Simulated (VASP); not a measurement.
# InP (F-43m) in VASP: settings compared

The runs below take InP through single point, with PBEsol, PBE, r2SCAN.

All numbers are computed with VASP 6.6.1; they aren't measurements. Logs are shortened: lines on timing, memory, paths and dates and some standing lists are left out, and cuts for length are marked.

**Measured values to compare with.**

A printed reference work, data compilation reports, for a bulk crystal of InP at 1.6 K: band gap 1.4236 eV (direct).

The results are compared with them further down.

## (1) The structure

The structure is cubic, space group F-43m (No. 216). Conventional cell: a = 5.861 Å, b = 5.861 Å, c = 5.861 Å, α = 90.00°, β = 90.00°, γ = 90.00°. In (site symmetry -43m) is surrounded by 4 P at 2.54 Å. P (site symmetry -43m) is surrounded by 4 In at 2.54 Å.

## (2) Single point, PBEsol

File INCAR:

```
SYSTEM = InP
  PREC = Accurate
  ENCUT = 250
  EDIFF = 1E-6
  ISMEAR = -1
  SIGMA = 0.02
  LREAL = .False.
  LASPH = .True.
  NELM = 100
  ALGO = Normal
  ISIF = 2
  LWAVE = .False.
  LCHARG = .False.
  GGA = PS
  NBANDS = 16
  KPAR = 4
```

File KPOINTS:

```
regular mesh
0
Gamma
  7 7 7
  0 0 0
```

File POSCAR:

```
InP
1.0
    0.0000000000      2.9305000000      2.9305000000
    2.9305000000      0.0000000000      2.9305000000
    2.9305000000      2.9305000000      0.0000000000
In P
1 1
Direct
    0.0000000000      0.0000000000      0.0000000000
    0.2500000000      0.2500000000      0.2500000000
```

Potentials or basis: VASP PAW PBE potentials, release 64 (In_d, P).

Command:

```sh
$ cat potpaw_PBE.64/In_d/POTCAR potpaw_PBE.64/P/POTCAR > POTCAR
$ mpirun -np 4 vasp_std > vasp.out
```

OUTCAR:

```text
SYSTEM = InP
   PREC = Accurate
   ENCUT = 250
   EDIFF = 1E-6
   ISMEAR = -1
   LREAL = .False.
   LASPH = .True.
   NELM = 100
   ISIF = 2
   GGA = PS

 ion  position               nearest neighbor table
   1  0.000  0.000  0.000-   2 2.54   2 2.54   2 2.54   2 2.54
   2  0.250  0.250  0.250-   1 2.54   1 2.54   1 2.54   1 2.54

  LATTYP: Found a face centered cubic cell.
 ALAT       =     5.8610000000

  Lattice vectors:

 A1 = (   0.0000000000,   2.9305000000,   2.9305000000)
 A2 = (   2.9305000000,   0.0000000000,   2.9305000000)
 A3 = (   2.9305000000,   2.9305000000,   0.0000000000)

Analysis of symmetry for initial positions (statically):
=====================================================================
 Subroutine PRICEL returns:
 Original cell was already a primitive cell.

 Routine SETGRP: Setting up the symmetry group for a
 face centered cubic supercell.

 Subroutine GETGRP returns: Found 24 space group operations
 (whereof 24 operations were pure point group operations)
 out of a pool of 48 trial point group operations.

The static configuration has the point symmetry T_d .

Analysis of symmetry for dynamics (positions and initial velocities):
=====================================================================
 Subroutine PRICEL returns:
 Original cell was already a primitive cell.

 Routine SETGRP: Setting up the symmetry group for a
 face centered cubic supercell.

 Subroutine GETGRP returns: Found 24 space group operations
 (whereof 24 operations were pure point group operations)
 out of a pool of 48 trial point group operations.

The dynamic configuration has the point symmetry T_d .

 Subroutine INISYM returns: Found 24 space group operations
 (whereof 24 operations are pure point group operations),
 and found     1 'primitive' translations

----------------------------------------------------------------------------------------

                                     Primitive cell

  volume of cell :      50.3333

  direct lattice vectors                    reciprocal lattice vectors
     0.000000000  2.930500000  2.930500000    -0.170619348  0.170619348  0.170619348
     2.930500000  0.000000000  2.930500000     0.170619348 -0.170619348  0.170619348
[... 74 lines left out ...]
   ISPIN  =      1    spin polarized calculation?
   LNONCOLLINEAR =      F non collinear calculations
   LSORBIT =      F    spin-orbit coupling
   LASPH  =      T    aspherical Exc in radial PAW
   ENCUT  =  250.0 eV  18.37 Ry    4.29 a.u.   5.34  5.34  5.34*2*pi/ulx,y,z
   NELM   =    100;   NELMIN=  2; NELMDL= -5     # of ELM steps
   EDIFF  = 0.1E-05   stopping-criterion for ELM
   LREAL  =      F    real-space projection
   EDIFFG = 0.1E-04   stopping-criterion for IOM
   NSW    =      0    number of steps for IOM
   IBRION =     -1    ionic relax: 0-MD 1-quasi-New 2-CG
   NFREE  =      0    steps in history (QN), initial steepest desc. (CG)
   ISIF   =      2    stress and relaxation
   ISYM   =      2    0-nonsym 1-usesym 2-fastsym
   POTIM  = 0.5000    time-step for ionic-motion
   TEBEG  =    0.0;   TEEND  =   0.0 temperature during run
   PSTRESS=    0.0 pullay stress
   NELECT =      18.0000    total number of electrons
   NUPDOWN=      -1.0000    fix difference up-down
   EMIN   =  10.00;   EMAX   =-10.00  energy-range for DOS
   EFERMI =   0.00;   METHOD = LEGACY
   ISMEAR =    -1;   SIGMA  =   0.02  broadening in eV -4-tet -1-fermi 0-gaus
   EFERMI_NEDOS =   21; number of points for ismear=-14 and -15
   IALGO  =     38    algorithm
   IMIX   =      4    mixing-type and parameters
     AMIX     =   0.40;   BMIX     =  1.00
     AMIX_MAG =   1.60;   BMIX_MAG =  1.00
  volume/ion in A,a.u.               =      25.17       169.83
  Fermi-wavevector in a.u.,A,eV,Ry     =   1.162021  2.195901 18.371846  1.350293
  Thomas-Fermi vector in A             =   2.298587
   LORBIT       =      0    0 simple, 1 ext, 2 COOP (PROOUT), +10 PAW based schemes
   GGA     = PS    functional components
   LHFCALC =     F    Hartree Fock is set to
   AEXX    =    0.0000 exact exchange contribution
   IVDW    =     0    specifies the selected vdW correction
   LEPSILON=     F    determine dielectric tensor
   LRPA    =     F    only Hartree local field effects (RPA)
 non-spin polarized calculation
  energy-cutoff  :      250.00
  volume of cell :       50.33
 maximum number of plane-waves:       461
 NGX is ok and might be reduce to    24
   NGX = 11   NGY = 11   NGZ = 11

 number of electron      18.0000024 magnetization

 Free energy of the ion-electron system (eV)
  ---------------------------------------------------
  ext. energy  EPLUGINS =         0.00000000
  ---------------------------------------------------
  free energy    TOTEN  =        -9.14431801 eV

  energy without entropy =       -9.14431801  energy(sigma->0) =       -9.14431801

 E-fermi :   5.4125     XC(G=0):  -9.4793

 val. band max:        5.0977688279   @ k =   0.0000   0.0000   0.0000
 cond. band min:       5.7056485937   @ k =   0.0000   0.0000   0.0000
 fundamental gap:      0.6078797657
 Fermi energy:         5.4125384218

 k-point     1 :       0.0000    0.0000    0.0000
  band No.  band energies     occupation
      1      -9.0286      2.00000
      2      -9.0286      2.00000
      3      -9.0286      2.00000
      4      -8.8733      2.00000
      5      -8.8733      2.00000
      6      -6.4567      2.00000
[... 357 lines left out ...]
      3      -8.9344      2.00000
      4      -8.8940      2.00000
      5      -8.8580      2.00000
      6      -4.0306      2.00000
[... 8 lines left out ...]
     15      15.6323      0.00000
     16      17.5721      0.00000

------------------------ aborting loop because EDIFF is reached ----------------------------------------

  FORCE on cell =-STRESS in cart. coord.  units (eV):
  Direction    XX          YY          ZZ          XY          YZ          ZX
  --------------------------------------------------------------------------------------
  -------------------------------------------------------------------------------------
  Total        0.0788508      0.0788508      0.0788508      0.0000000      0.0000000      0.0000000
  in kB        2.5099290      2.5099290      2.5099290      0.0000000      0.0000000      0.0000000
  external PRESSURE =       2.5099290 kB  Pullay stress =       0.0000000 kB

 VOLUME and BASIS-vectors are now :
 -----------------------------------------------------------------------------
  energy-cutoff  :      250.00
  volume of cell :       50.33
      direct lattice vectors                 reciprocal lattice vectors
     0.000000000  2.930500000  2.930500000    -0.170619348  0.170619348  0.170619348
     2.930500000  0.000000000  2.930500000     0.170619348 -0.170619348  0.170619348
     2.930500000  2.930500000  0.000000000     0.170619348  0.170619348 -0.170619348

 POSITION                                       TOTAL-FORCE (eV/Angst)
 -----------------------------------------------------------------------------------
      0.00000      0.00000      0.00000         0.000000      0.000000     -0.000000
      1.46525      1.46525      1.46525        -0.000000     -0.000000      0.000000
 -----------------------------------------------------------------------------------
    total drift:                                0.000002      0.000002      0.000002

  FREE ENERGIE OF THE ION-ELECTRON SYSTEM (eV)
  ---------------------------------------------------
  free  energy   TOTEN  =        -9.1443180129 eV

  energy  without entropy=       -9.1443180113  energy(sigma->0) =       -9.14431801
```

OSZICAR:

```text
N       E                     dE             d eps       ncg     rms          rms(c)
DAV:   1     0.817278645280E+02    0.81728E+02   -0.56942E+03   672   0.725E+02
DAV:   2    -0.539322532528E+01   -0.87121E+02   -0.84114E+02   752   0.215E+02
DAV:   3    -0.946908453974E+01   -0.40759E+01   -0.40693E+01   832   0.499E+01
DAV:   4    -0.954582552452E+01   -0.76741E-01   -0.76732E-01   856   0.754E+00
DAV:   5    -0.954812651979E+01   -0.23010E-02   -0.23009E-02   848   0.102E+00    0.567E+00
DAV:   6    -0.918264827888E+01    0.36548E+00   -0.54957E-01  1000   0.118E+01    0.336E+00
DAV:   7    -0.914681247072E+01    0.35836E-01   -0.13291E-01   952   0.304E+00    0.120E+00
DAV:   8    -0.914403620868E+01    0.27763E-02   -0.13731E-02   808   0.125E+00    0.289E-01
DAV:   9    -0.914421344152E+01   -0.17723E-03   -0.90612E-04   776   0.305E-01    0.138E-01
DAV:  10    -0.914428752461E+01   -0.74083E-04   -0.15164E-04   960   0.166E-01    0.827E-02
DAV:  11    -0.914431924856E+01   -0.31724E-04   -0.54092E-05   776   0.771E-02    0.366E-02
DAV:  12    -0.914431786796E+01    0.13806E-05   -0.49448E-06   720   0.156E-02    0.730E-03
DAV:  13    -0.914431801293E+01   -0.14498E-06   -0.93941E-07   680   0.463E-03
   1 F= -.91443180E+01 E0= -.91443180E+01  d E =-.164421E-08
```

stdout:

```text
POSCAR found type information on POSCAR InP
 POSCAR found :  2 types and       2 ions
 scaLAPACK will be used
 -----------------------------------------------------------------------------
|                                                                             |
|                                                                             |
|     You enforced a specific xc type in the INCAR file but a different       |
|     I HOPE YOU KNOW WHAT YOU ARE DOING!                                     |
|                                                                             |
 -----------------------------------------------------------------------------

 LDA part: xc-table for (Slater+PW92), standard interpolation
 POSCAR, INCAR and KPOINTS ok, starting setup
 FFT: planning ... GRIDC
 FFT: planning ... GRID_SOFT
 FFT: planning ... GRID
 WAVECAR not read
 entering main loop
```

It took 5.7 s on 4 MPI ranks of Intel Xeon Platinum 8375C at 2.90GHz (Ice Lake), shared host; peak memory 0.12 GiB.

The run converged, but a check on its numbers failed (symmetry, net force, bounds or a known fault of this set-up), so they aren't taken as properties of the crystal.

Caveat: the cutoff lies under the usual one of these potentials, so the numbers hold a large basis-set error; the PAW data sets were made with another functional, which shifts forces and pressure a little; spin-orbit coupling is left out, which moves the levels of the heavy elements.

## (3) Single point, PBE

INCAR, as its differences from that of step 2:

```diff
@@ -2,3 +2,3 @@
   PREC = Accurate
-  ENCUT = 250
+  ENCUT = 520
   EDIFF = 1E-6
@@ -13,3 +13,3 @@
   LCHARG = .False.
-  GGA = PS
+  GGA = PE
   NBANDS = 16
```

KPOINTS is that of step 2.

POSCAR is that of step 2.

Potentials or basis: VASP PAW PBE potentials, release 64 (In_d, P).

Command:

```sh
$ cat potpaw_PBE.64/In_d/POTCAR potpaw_PBE.64/P/POTCAR > POTCAR
$ mpirun -np 4 vasp_std > vasp.out
```

Run time: 10 s. Hardware: 4 MPI ranks of Intel Xeon Platinum 8375C at 2.90GHz (Ice Lake), shared host; peak memory 0.17 GiB.

Results (log left out):

| Item | Value |
| --- | --- |
| Free energy | -8.3779 eV |
| Pressure | 3.3 GPa |
| Band gap on the k mesh | 0.71 eV, direct |

Levels at points of the mesh, in eV from the valence-band top:
| k point | band 5 | band 6 | band 7 | band 8 | band 9 | band 10 | band 11 | band 12 | band 13 | band 14 |
| --- | --- | --- | --- | --- | --- | --- | --- | --- | --- | --- |
| (0.00, 0.00, 0.00) | -14.04 | -11.52 | 0.00 | 0.00 | 0.00 | 0.71 | 4.09 | 4.09 | 4.09 | 8.58 |

Caveat: spin-orbit coupling is left out, which moves the levels of the heavy elements.

## (4) Single point, r2SCAN

INCAR, as its differences from that of step 3:

```diff
@@ -13,3 +13,4 @@
   LCHARG = .False.
-  GGA = PE
+  METAGGA = R2SCAN
+  LMIXTAU = .True.
   NBANDS = 16
```

KPOINTS is that of step 3.

POSCAR is that of step 3.

Command:

```sh
$ cat potpaw_PBE.64/In_d/POTCAR potpaw_PBE.64/P/POTCAR > POTCAR
$ mpirun -np 4 vasp_std > vasp.out
```

Wall time 53 s (4 MPI ranks of Intel Xeon Platinum 8375C at 2.90GHz (Ice Lake), shared host); peak memory 0.19 GiB.

It converged, with:

```yaml
Free_energy: -32.2893 eV
Pressure: 1.5 GPa
Band_gap_on_the_k_mesh: 1.17 eV, direct
```

Levels at points of the mesh, in eV from the valence-band top:
```tsv
k point	band 7	band 8	band 9	band 10	band 11	band 12
(0.00, 0.00, 0.00)	0.00	0.00	0.00	1.17	4.44	4.44
```

Caveat: the PAW data sets were made with another functional, which shifts forces and pressure a little; spin-orbit coupling is left out, which moves the levels of the heavy elements.

## (5) Against experiment

Step 3. Against the measured gap of InP, 1.4236 eV (direct; 1.6 K; a printed reference work, data compilation), the calculated 0.71 eV is off by -0.71 eV. Spin-orbit coupling on In is left out. The value is that of PBE, without temperature or zero-point motion. Semilocal functionals fall short of measured gaps as a rule.

Step 4. A measured gap of InP is 1.4236 eV (direct; 1.6 K; a printed reference work, data compilation); the calculated 1.17 eV misses it by -0.25 eV. Spin-orbit coupling on In is left out. The value is that of r2SCAN, without temperature or zero-point motion.
